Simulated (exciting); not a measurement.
The system is LiCl.

```
CELL_PARAMETERS angstrom
0.00000 2.56477 2.56477
2.56477 0.00000 2.56477
2.56477 2.56477 0.00000
ATOMIC_POSITIONS crystal
Cl 0.50000 0.50000 0.50000
Li 0.00000 0.00000 0.00000
```

Base run:

* Program: exciting (release sodium)
* Functional: revPBE
* Potentials or basis: all-electron LAPW+lo, shipped species files, valence relativity zora
* rgkmax: 7
* k mesh: 9 × 9 × 9
* Occupations: fermi-dirac, width 0.05 eV
* Spin: no spin polarisation

Its results: band gap on the k mesh 6.54 eV, direct.

**Question.** The run is repeated on the same cell with these changes: functional from revPBE to BLYP. What comes out?

**Answer.** Band gap on the k mesh 6.48 eV, direct.

Not every run made on this cell is shown here.
